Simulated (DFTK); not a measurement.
**TePb under changes of volume**

One of the cells (33.730 Å³/atom); the others are scaled copies at fixed shape and fractional positions:

```xyz
2
Lattice="0.0000 3.2310 3.2310 3.2310 0.0000 3.2310 3.2310 3.2310 0.0000" Properties=species:S:1:pos:R:3 pbc="T T T"
Pb    0.0000    0.0000    0.0000
Te    3.2310    3.2310    3.2310
```

```yaml
Program: DFTK 0.8.2
Functional: PBEsol
Potentials_or_basis: dojo.nc.sr.pbesol.v0_4_1.standard.upf (PBEsol)
Cutoff: 1088 eV
k_mesh: 7 × 7 × 7
Occupations: fermi-dirac, width 0.05 eV
Spin: no spin polarisation
```

```csv
volume (Å³/atom),energy over the lowest point (meV/atom),pressure (GPa)
31.706,13.66,2.7
32.380,4.71,1.5
33.055,?,?
33.730,0.00,-0.4
34.404,3.32,-1.2
35.079,9.90,-1.9
35.753,19.40,-2.6
```

Q: What does the run at 33.055 Å³/atom give?

A: Energy over the lowest point 0.32 meV/atom; pressure 0.5 GPa.

Worked out: A Birch-Murnaghan fit of order 3 (a polynomial in V^(-2/3)) to the other rows has its minimum at 33.45 Å³/atom with B0 = V·E''(V) = 45 GPa and B' = 4.5. It gives 0.32 meV/atom at 33.055 Å³/atom, against the run's 0.32, and -dE/dV = 0.5 GPa, against 0.5.

Energies are extrapolated to zero smearing.
